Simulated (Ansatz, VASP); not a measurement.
**Si3H2C3 (armchair SiC ribbon N=6 H edges): VASP beside Ansatz**

Aim: how closely do two programs agree when they are given the same cell, functional and k mesh? The structure shown is the start of the Ansatz relaxation below; VASP solves that cell, so the two are compared at the walk's first step.

Calculated with Ansatz 0.2.0; plane waves, with VASP 6.6.1 beside it; single point at PBE.

**1. Starting point**

The cell holds 16 atoms: 6 Si, 6 C and 4 H. Its edges and angles: a = 17.210 Å, b = 7.000 Å, c = 5.370 Å, α = 90.0°, β = 90.0°, γ = 90.0°. Vacuum lies along a and b. The structure's axis is c.

**2. Ansatz: relaxation, PBE**

Ansatz runs on its default PAW (the set named soft_2) files.

The two programs are compared at the cell with which this relaxation starts, whose forces are those of its first step.

The input, input.yaml:

```yaml
crystal:
  lattice:
    - [17.21, 0.0, 0.0]
    - [0.0, 7.0, 0.0]
    - [0.0, 0.0, 5.37]
  atoms:
    - { symbol: Si, position: [0.274826036, 0.5, 0.0] }
    - { symbol: Si, position: [0.454975422, 0.5, 0.0] }
    - { symbol: Si, position: [0.635124809, 0.5, 0.0] }
    - { symbol: C, position: [0.274826036, 0.5, 0.333333333] }
    - { symbol: C, position: [0.454975422, 0.5, 0.333333333] }
    - { symbol: C, position: [0.635124809, 0.5, 0.333333333] }
    - { symbol: H, position: [0.796655404, 0.5, 0.367783985] }
    - { symbol: H, position: [0.220982504, 0.5, 0.432960894] }
    - { symbol: Si, position: [0.364900729, 0.5, 0.5] }
    - { symbol: Si, position: [0.545050116, 0.5, 0.5] }
    - { symbol: Si, position: [0.725199502, 0.5, 0.5] }
    - { symbol: C, position: [0.364900729, 0.5, 0.833333333] }
    - { symbol: C, position: [0.545050116, 0.5, 0.833333333] }
    - { symbol: C, position: [0.725199502, 0.5, 0.833333333] }
    - { symbol: H, position: [0.203370134, 0.5, 0.867783985] }
    - { symbol: H, position: [0.779043034, 0.5, 0.932960894] }
kpoints:
  mp_grid: { grid: [1, 1, 15] }
scf:
  occupations: { method: fermi_dirac, width: 0.05 }
hamiltonian:
  xc: pbe
relax:
  cell: { fix: [a, b, alpha, beta, gamma] }
  max_steps: 45
  f_tol: 0.03
```

The run is started by

```console
$ ansatz run input.yaml --threads 4 --pin off --max-ram 16384MiB --backend cpu --events-out ev --progress --plain --runs-dir out
```

Numbers of over 12 decimals in the logs are rounded to 6 here.

The log of the run:

```text
Engine: ansatz 0.2.0, aarch64-unknown-linux-gnu
Pseudopotentials: kind: paw
Pseudopotential: Si, paw, valence charge 4, recommended cutoff 420 eV (normal), Si.paw.azcp
Pseudopotential: C, paw, valence charge 4, recommended cutoff 420 eV (normal), C.paw.azcp
Pseudopotential: H, paw, valence charge 1, recommended cutoff 420 eV (normal), H.paw.azcp
Functional definition: PBE
  parameter kappa = 0.804
  parameter beta = 0.066725
  exchange = pbe_x(kappa = kappa, mu = beta*pi^2/3)
  correlation = pbe_c(beta = beta)
Crystal: 16 atoms, lattice volume = 646.924 Å³
Basis set: ecut = 420 eV, 12619 PW (Γ), exchange–correlation on 240×96×72 points (8 copies of the dense FFT grid, shifted against one another)
Bands: 42, of which v1, the nominal top of the filled ones, is band 26 counted from 1 (25 counted from 0)
Symmetry: 4 space group operations
Space group: Pmc21 (ITA 26), of the structure as read, at distance tolerance 8.6e-5 Å
k-points: 8 of 15 (time reversal used)
Non-local potential: Si, projectors of the file, l = 0: 2, l = 1: 2, l = 2: 2
Non-local potential: C, projectors of the file, l = 0: 2, l = 1: 2, l = 2: 1
Non-local potential: H, projectors of the file, l = 0: 2, l = 1: 1
PAW form: soft (Blöchl's): semilocal exchange-correlation on the pseudo side does not see the compensation charge
PAW one-centre angular grid: Si, 110 points (default); XC on 64 Gauss nodes
PAW one-centre angular grid: C, 110 points (default); XC on 64 Gauss nodes
PAW one-centre angular grid: H, 110 points (default); XC on 64 Gauss nodes
Initial density: superposition of atomic densities (neutral atoms: chi_scale 0, normalization atom), corrected by the library's trained network
Initial wavefunctions: pseudopotential atomic-orbital guess
Functional: x = pbe(κ = 0.804, μ = 0.219515), c = pbe(β = 0.066725)
SCF iter   1: F=—  HF=-5379.126342 eV  |F-HF|=—  |Δ(HF+E_count)|=         —  Δρ=1.89e-3  dr2=3.52e-2  ethr=1.77e-3  ⟨swp⟩=9.5  Hψ=2138  notcnv=0  defer=12
preconditioner: auto → Resta (q_TF=auto, 1.792 Å⁻¹)  ε∞=2.1  [insulator: Δε(μ)=2.287 eV  Ē_g=10.099 eV  σ=0.050 eV  W_gap=1.00  n_scr=60 (ndim 8)  ℏωp=10.5 eV  f_vac=0.570  D(μ)=0.00/eV (n_scr^D=0)  ε∞_Penn≈2.1  vacuum switching on, ρ_ref=7.4e-3 e/Å³]
SCF iter   2: F=—  HF=-5379.136215 eV  |F-HF|=—  |Δ(HF+E_count)|=   9.87e-3  Δρ=9.86e-4  dr2=8.12e-3  ethr=6.76e-5  ⟨swp⟩=2.6  Hψ=619  notcnv=0  defer=65
SCF iter   3: F=—  HF=-5379.141910 eV  |F-HF|=—  |Δ(HF+E_count)|=   5.70e-3  Δρ=4.80e-4  dr2=2.35e-3  ethr=1.56e-5  ⟨swp⟩=2.1  Hψ=525  notcnv=0  defer=65
SCF iter   4: F=—  HF=-5379.142059 eV  |F-HF|=—  |Δ(HF+E_count)|=   1.49e-4  Δρ=1.42e-4  dr2=2.64e-4  ethr=4.52e-6  ⟨swp⟩=2.4  Hψ=515  notcnv=0  defer=65
SCF iter   5: F=—  HF=-5379.142023 eV  |F-HF|=—  |Δ(HF+E_count)|=   3.63e-5  Δρ=5.24e-5  dr2=2.00e-5  ethr=5.08e-7  ⟨swp⟩=2.1  Hψ=398  notcnv=0  defer=65
SCF iter   6: F=—  HF=-5379.142623 eV  |F-HF|=—  |Δ(HF+E_count)|=   6.00e-4  Δρ=1.72e-5  dr2=2.99e-6  ethr=3.85e-8  ⟨swp⟩=2.1  Hψ=534  notcnv=0  defer=66
SCF iter   7: F=—  HF=-5379.142625 eV  |F-HF|=—  |Δ(HF+E_count)|=   1.62e-6  Δρ=6.69e-6  dr2=3.75e-7  ethr=5.75e-9  ⟨swp⟩=2.0  Hψ=443  notcnv=0  defer=66
SCF iter   8: F=-5379.142625 eV  HF=-5379.142625 eV  |F-HF|=2.39e-8  |Δ(HF+E_count)|=   1.40e-7  Δρ=1.87e-6  dr2=1.61e-8  ethr=1.92e-10  ⟨swp⟩=5.0  Hψ=1126  notcnv=0
SCF 1 converged in 8 iterations: F = -5379.142625 eV  dr2 = 1.61e-8
  greatest PAW one-centre occupation: 0.652 electrons in one spin orbital (limit 2), on the C atom at site 13 (counted from 0), in its partial waves of l = 0
relax step   1: F+E_penalty+E_count = -5379.14262473 eV  Δ(F+E_penalty+E_count) = +0.000e0 eV  max|allowed force component| = 1.891e0 eV/Å  Δτ_max = 0.0000 Å  P = +0.106 GPa  Ω = 646.924 Å³  fix = [a, b, alpha, beta, gamma]  reactions: a +0.342, b +0.308 GPa  (8 SCF iters, dr2 threshold 1.00e-7 eV, accepted)
[...]
relax step   3: F+E_penalty+E_count = -5379.34827038 eV  Δ(F+E_penalty+E_count) = -3.235e-2 eV  max|allowed force component| = 6.489e-2 eV/Å  Δτ_max = 0.0268 Å  P = +0.129 GPa  Ω = 649.628 Å³  energy of the carried Pulay correction = -1.109e-3 eV  fix = [a, b, alpha, beta, gamma]  reactions: a +0.034, b +0.296 GPa  (6 SCF iters, dr2 threshold 1.60e-6 eV, accepted)
[...]
relax step   4: F+E_penalty+E_count = -5379.34870735 eV  Δ(F+E_penalty+E_count) = -4.370e-4 eV  max|allowed force component| = 6.264e-3 eV/Å  Δτ_max = 0.0038 Å  P = +0.100 GPa  Ω = 649.716 Å³  energy of the carried Pulay correction = -1.145e-3 eV  fix = [a, b, alpha, beta, gamma]  reactions: a +0.005, b +0.296 GPa  (5 SCF iters, dr2 threshold 2.63e-7 eV, accepted)
[...]
relax step   5: F+E_penalty+E_count = -5379.34977710 eV  Δ(F+E_penalty+E_count) = -1.070e-3 eV  max|allowed force component| = 6.420e-3 eV/Å  Δτ_max = 0.0000 Å  P = +0.101 GPa  Ω = 649.716 Å³  fix = [a, b, alpha, beta, gamma]  reactions: a +0.004, b +0.297 GPa  stress off target by 1.59e-3 GPa on what of the cell is left free  SCF on the basis re-selected at this cell (its energy is not comparable with the rows above)  (6 SCF iters)
basis re-selected at this cell: Δ(F+E_penalty+E_count) = -1.070e-3 eV, ΔP = +0.001 GPa vs the last step (what re-selecting the basis moved, of the pressure what is left beyond the Pulay correction that the steps carried, after the strain that the cell walked since its last selection, with what the two solves' SCF thresholds leave and, on support functions, any second-order correction that the steps lacked; it is no measure of the basis error at this ecutwfc). The dense FFT grid was sized anew with the basis: this SCF ran on 120×48×40 points, the steps before it on 120×48×36, so part of this shift can come from that change (see relax.cell in the input reference). [rest of the remark cut]
SCF converged after 6 iterations
Free energy (F): -5379.349777 eV
Harris-Foulkes:  -5379.349777 eV  (|F-HF|=4.45e-9)
Internal energy: -5379.349777 eV  (E = F + TS)
E sigma→0 (E₀):  -5379.349777 eV
Fermi energy:    -0.831508 eV
--- Per-component energies (eV) ---
  E_band       = -394.475357
  E_kinetic    = 840.178398
  E_local      = -6535.011360  (includes V_loc(G=0)·N_el)
  E_nonlocal   = 323.581445
  E_hartree    = 2858.060628
  E_xc         = -654.300738
  E_vxc        = -681.728836  (∫ρ·V_xc dr)
  E_paw        = -3674.554599  (= ΣΔE_a)
  E_vpaw       = -57.611321  (= ΣTr[D̂ρ^β])
  E_aug_tail   = -0.005065  (compensation charges beyond the density's cutoff)
  E_ewald      = 1462.701513
  E_smearing   = -0.000000  (= −TS)
  E_closure    = -0.000000  (closes the sum)
  Σ components = -5379.349777   (vs F -5379.349777, Δ=0.00e0)
--- Forces (eV/Å), atoms counted from 1 ---
  atom   1  Si     0.00072573     0.00000000     0.00093680
  atom   2  Si     0.00567937    -0.00000000    -0.00134440
  atom   3  Si     0.00078932    -0.00000000    -0.00549796
  atom   4  C      0.00327763    -0.00000000     0.00622457
  atom   5  C      0.00102804     0.00000000    -0.00030071
  atom   6  C      0.00011240     0.00000000     0.00638380
  atom   7  H      0.00225420    -0.00000000     0.00001945
  atom   8  H     -0.00310870    -0.00000000    -0.00641946
  atom   9  Si    -0.00078932    -0.00000000    -0.00549796
  atom  10  Si    -0.00567937     0.00000000    -0.00134440
  atom  11  Si    -0.00072573     0.00000000     0.00093680
  atom  12  C     -0.00011240     0.00000000     0.00638380
  atom  13  C     -0.00102804    -0.00000000    -0.00030071
  atom  14  C     -0.00327763     0.00000000     0.00622457
  atom  15  H     -0.00225420    -0.00000000     0.00001945
  atom  16  H      0.00310870     0.00000000    -0.00641946
  max |Σ_I F_I| component: 4.16e-6 eV/Å
--- Stress (GPa, compression-positive) ---
        0.003934      -0.000000      -0.000000
       -0.000000       0.297372       0.000000
       -0.000000       0.000000       0.001587
  P = ⅓ Tr σ = 0.1010 GPa (1.010 kbar)
--- Relaxed structure (4 steps of the walk, 4 accepted, 1 SCFs on fresh bases) ---
  F+E_penalty+E_count = -5379.34977710 eV   max|allowed force component| = 6.420e-3 eV/Å   (the final SCF, on the basis selected at the relaxed cell)
  cell:  # Å, volume = 649.7163 Å³
    - [17.21, 0.0, 0.0]
    - [0.0, 7.0, 0.0]
    - [0.0, 0.0, 5.393180]
  atoms:
    - { symbol: Si, position: [0.278579, 0.500000, 0.00778389] }
    - { symbol: Si, position: [0.455742, 0.500000, 0.000583018] }
    - { symbol: Si, position: [0.635547, 0.500000, -6.157728206162542e-5] }
    - { symbol: C, position: [0.275916, 0.500000, 0.331158] }
    - { symbol: C, position: [0.454493, 0.500000, 0.332752] }
    - { symbol: C, position: [0.634086, 0.500000, 0.332547] }
    - { symbol: H, position: [0.796520, 0.500000, 0.369552] }
    - { symbol: H, position: [0.220014, 0.500000, 0.426431] }
    - { symbol: Si, position: [0.364479, 0.500000, 0.499938] }
    - { symbol: Si, position: [0.544284, 0.500000, 0.500583] }
    - { symbol: Si, position: [0.721446, 0.500000, 0.507784] }
    - { symbol: C, position: [0.365940, 0.500000, 0.832547] }
    - { symbol: C, position: [0.545533, 0.500000, 0.832752] }
    - { symbol: C, position: [0.724109, 0.500000, 0.831158] }
    - { symbol: H, position: [0.203506, 0.500000, 0.869552] }
    - { symbol: H, position: [0.780011, 0.500000, 0.926431] }
```

(Continued in part 2 of 2.)

[Lines on the potential files, build, host, timing and source positions are cut from VASP's logs without a mark.]

[Logs are printed without paths, hosts, clocks, repeated set-up lines and the standing remarks that a program may print on its own settings, such as how far it seeks lower states.]

[Hosts, paths, dates, database ids (printed as entryN), source tags and the programs' standing remarks are cut or masked in the printed files.]
